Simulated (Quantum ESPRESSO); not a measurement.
A calculation with Quantum ESPRESSO 7.5 of Al2Pt (native input, structure typed inline):

pw.in

```
&CONTROL
  calculation = 'scf'
  prefix = 'pwscf'
  outdir = './tmp'
  pseudo_dir = './pseudo'
  tprnfor = .true.
  tstress = .true.
  disk_io = 'low'
/
&SYSTEM
  ibrav = 0
  nat = 3
  ntyp = 2
  ecutwfc = 55
  ecutrho = 440
  nbnd = 18
  occupations = 'smearing'
  smearing = 'fd'
  degauss = 0.00367493
/
&ELECTRONS
  conv_thr = 6d-10
  electron_maxstep = 120
  mixing_beta = 0.5
/
ATOMIC_SPECIES
Pt   195.0840 pt_pbe_v1.4.uspp.F.UPF
Al    26.9815 Al.pbe-n-kjpaw_psl.1.0.0.UPF
CELL_PARAMETERS angstrom
   0.0000000000    2.9550000000    2.9550000000
   2.9550000000    0.0000000000    2.9550000000
   2.9550000000    2.9550000000    0.0000000000
ATOMIC_POSITIONS crystal
Pt     0.0000000000    0.0000000000    0.0000000000
Al     0.7500000000    0.7500000000    0.7500000000
Al     0.2500000000    0.2500000000    0.2500000000
K_POINTS automatic
8 8 8 0 0 0
```

pp_density.in

```
&INPUTPP
  prefix = 'pwscf'
  outdir = './tmp'
  filplot = 'density.dat'
  plot_num = 0
/
&PLOT
  nfile = 1
  filepp(1) = 'density.dat'
  iflag = 3
  output_format = 6
  fileout = 'density.cube'
/
```

The input pp_potential.in:

```
&INPUTPP
  prefix = 'pwscf'
  outdir = './tmp'
  filplot = 'potential.dat'
  plot_num = 11
/
&PLOT
  nfile = 1
  filepp(1) = 'potential.dat'
  iflag = 3
  output_format = 6
  fileout = 'potential.cube'
/
```

Potentials or basis: SSSP 1.3 efficiency PBE.

Run with:

```bash
$ OMP_NUM_THREADS=1 pw.x -in pw.in > pw.out
$ OMP_NUM_THREADS=1 pp.x -in pp_density.in > pp_density.out
$ OMP_NUM_THREADS=1 pp.x -in pp_potential.in > pp_potential.out
```

Task: Write the same calculation in another form: ASE script, structure from a CIF.

Result: As run:

The input run.py:

```python
import numpy as np
from ase.calculators.espresso import Espresso, EspressoProfile
import spglib
from ase import Atoms
from ase.io import read

atoms = read('Al2Pt.cif')
cell, pos, num = spglib.standardize_cell((atoms.cell[:], atoms.get_scaled_positions(), atoms.numbers), to_primitive=True, symprec=1e-4)
atoms = Atoms(numbers=num, cell=cell, scaled_positions=pos, pbc=True)

input_data = {
    'control': {'calculation': 'scf', 'prefix': 'pwscf', 'outdir': './tmp', 'tprnfor': True, 'tstress': True, 'disk_io': 'nowf'},
    'system': {'ecutwfc': 55.0, 'ecutrho': 440.0, 'nbnd': 18, 'occupations': 'smearing', 'smearing': 'fd', 'degauss': 0.00367493},
    'electrons': {'conv_thr': 6e-10, 'electron_maxstep': 120, 'mixing_beta': 0.5},
}
pseudopotentials = {'Al': 'Al.pbe-n-kjpaw_psl.1.0.0.UPF', 'Pt': 'pt_pbe_v1.4.uspp.F.UPF'}
profile = EspressoProfile(command='pw.x', pseudo_dir='pseudo')
dft = Espresso(profile=profile, input_data=input_data, pseudopotentials=pseudopotentials, kpts=(8, 8, 8), koffset=(0, 0, 0))
atoms.calc = dft

print(f'energy {atoms.get_potential_energy():.8f} eV')
print('forces (eV/A)')
print(np.round(atoms.get_forces(), 6))
print('stress (eV/A^3, Voigt)')
print(np.round(atoms.get_stress(), 8))
print(f'Fermi level {dft.get_fermi_level():.4f} eV')
```

Contents of Al2Pt.cif:

```cif
data_Al2Pt
_cell_length_a 5.91000000
_cell_length_b 5.91000000
_cell_length_c 5.91000000
_cell_angle_alpha 90.00000000
_cell_angle_beta 90.00000000
_cell_angle_gamma 90.00000000
_space_group_name_H-M_alt 'Fm-3m'
_space_group_name_Hall '-F 4 2 3'
_space_group_IT_number 225
loop_
_space_group_symop_operation_xyz
'x,y,z'
'-x,-y,-z'
'-y,x,z'
'y,-x,-z'
'-x,-y,z'
'x,y,-z'
'y,-x,z'
'-y,x,-z'
'x,-y,-z'
'-x,y,z'
'-y,-x,-z'
'y,x,z'
'-x,y,-z'
'x,-y,z'
'y,x,-z'
'-y,-x,z'
'z,x,y'
'-z,-x,-y'
'z,-y,x'
'-z,y,-x'
'z,-x,-y'
'-z,x,y'
'z,y,-x'
'-z,-y,x'
'-z,x,-y'
'z,-x,y'
'-z,-y,-x'
'z,y,x'
'-z,-x,y'
'z,x,-y'
'-z,y,x'
'z,-y,-x'
'y,z,x'
'-y,-z,-x'
'x,z,-y'
'-x,-z,y'
'-y,z,-x'
'y,-z,x'
'-x,z,y'
'x,-z,-y'
'-y,-z,x'
'y,z,-x'
'-x,-z,-y'
'x,z,y'
'y,-z,-x'
'-y,z,x'
'x,-z,y'
'-x,z,-y'
'x,y+1/2,z+1/2'
'-x,-y+1/2,-z+1/2'
'-y,x+1/2,z+1/2'
'y,-x+1/2,-z+1/2'
'-x,-y+1/2,z+1/2'
'x,y+1/2,-z+1/2'
'y,-x+1/2,z+1/2'
'-y,x+1/2,-z+1/2'
'x,-y+1/2,-z+1/2'
'-x,y+1/2,z+1/2'
'-y,-x+1/2,-z+1/2'
[... 41 lines left out ...]
'-x+1/2,-y,z+1/2'
'x+1/2,y,-z+1/2'
'y+1/2,-x,z+1/2'
'-y+1/2,x,-z+1/2'
'x+1/2,-y,-z+1/2'
'-x+1/2,y,z+1/2'
'-y+1/2,-x,-z+1/2'
'y+1/2,x,z+1/2'
'-x+1/2,y,-z+1/2'
'x+1/2,-y,z+1/2'
'y+1/2,x,-z+1/2'
'-y+1/2,-x,z+1/2'
'z+1/2,x,y+1/2'
'-z+1/2,-x,-y+1/2'
'z+1/2,-y,x+1/2'
'-z+1/2,y,-x+1/2'
'z+1/2,-x,-y+1/2'
'-z+1/2,x,y+1/2'
'z+1/2,y,-x+1/2'
'-z+1/2,-y,x+1/2'
'-z+1/2,x,-y+1/2'
'z+1/2,-x,y+1/2'
'-z+1/2,-y,-x+1/2'
'z+1/2,y,x+1/2'
'-z+1/2,-x,y+1/2'
'z+1/2,x,-y+1/2'
'-z+1/2,y,x+1/2'
'z+1/2,-y,-x+1/2'
'y+1/2,z,x+1/2'
'-y+1/2,-z,-x+1/2'
'x+1/2,z,-y+1/2'
'-x+1/2,-z,y+1/2'
'-y+1/2,z,-x+1/2'
'y+1/2,-z,x+1/2'
'-x+1/2,z,y+1/2'
'x+1/2,-z,-y+1/2'
'-y+1/2,-z,x+1/2'
'y+1/2,z,-x+1/2'
'-x+1/2,-z,-y+1/2'
'x+1/2,z,y+1/2'
'y+1/2,-z,-x+1/2'
'-y+1/2,z,x+1/2'
'x+1/2,-z,y+1/2'
'-x+1/2,z,-y+1/2'
'x+1/2,y+1/2,z'
'-x+1/2,-y+1/2,-z'
'-y+1/2,x+1/2,z'
'y+1/2,-x+1/2,-z'
'-x+1/2,-y+1/2,z'
'x+1/2,y+1/2,-z'
'y+1/2,-x+1/2,z'
'-y+1/2,x+1/2,-z'
'x+1/2,-y+1/2,-z'
'-x+1/2,y+1/2,z'
'-y+1/2,-x+1/2,-z'
'y+1/2,x+1/2,z'
'-x+1/2,y+1/2,-z'
'x+1/2,-y+1/2,z'
'y+1/2,x+1/2,-z'
'-y+1/2,-x+1/2,z'
'z+1/2,x+1/2,y'
'-z+1/2,-x+1/2,-y'
'z+1/2,-y+1/2,x'
'-z+1/2,y+1/2,-x'
'z+1/2,-x+1/2,-y'
'-z+1/2,x+1/2,y'
'z+1/2,y+1/2,-x'
'-z+1/2,-y+1/2,x'
'-z+1/2,x+1/2,-y'
'z+1/2,-x+1/2,y'
'-z+1/2,-y+1/2,-x'
'z+1/2,y+1/2,x'
'-z+1/2,-x+1/2,y'
'z+1/2,x+1/2,-y'
'-z+1/2,y+1/2,x'
'z+1/2,-y+1/2,-x'
'y+1/2,z+1/2,x'
'-y+1/2,-z+1/2,-x'
'x+1/2,z+1/2,-y'
'-x+1/2,-z+1/2,y'
'-y+1/2,z+1/2,-x'
'y+1/2,-z+1/2,x'
'-x+1/2,z+1/2,y'
'x+1/2,-z+1/2,-y'
'-y+1/2,-z+1/2,x'
'y+1/2,z+1/2,-x'
'-x+1/2,-z+1/2,-y'
'x+1/2,z+1/2,y'
'y+1/2,-z+1/2,-x'
'-y+1/2,z+1/2,x'
'x+1/2,-z+1/2,y'
'-x+1/2,z+1/2,-y'
loop_
_atom_site_label
_atom_site_type_symbol
_atom_site_symmetry_multiplicity
_atom_site_Wyckoff_symbol
_atom_site_fract_x
_atom_site_fract_y
_atom_site_fract_z
_atom_site_occupancy
Pt1 Pt 4 a 0.0000000000 0.0000000000 0.0000000000 1
Al1 Al 8 c 0.2500000000 0.2500000000 0.7500000000 1
```

Potentials or basis: SSSP 1.3 efficiency PBE.

Launch:

```console
$ OMP_NUM_THREADS=1 python run.py
```

Both were run:

|  | native input, structure typed inline | ASE script, structure from a CIF |
| --- | --- | --- |
| Pressure | 2.4 GPa | 2.4 GPa |
| Band gap on the k mesh | none (metal or under the smearing width) | none (metal or under the smearing width) |

Keys that steer only the numerical path or the files written may differ.
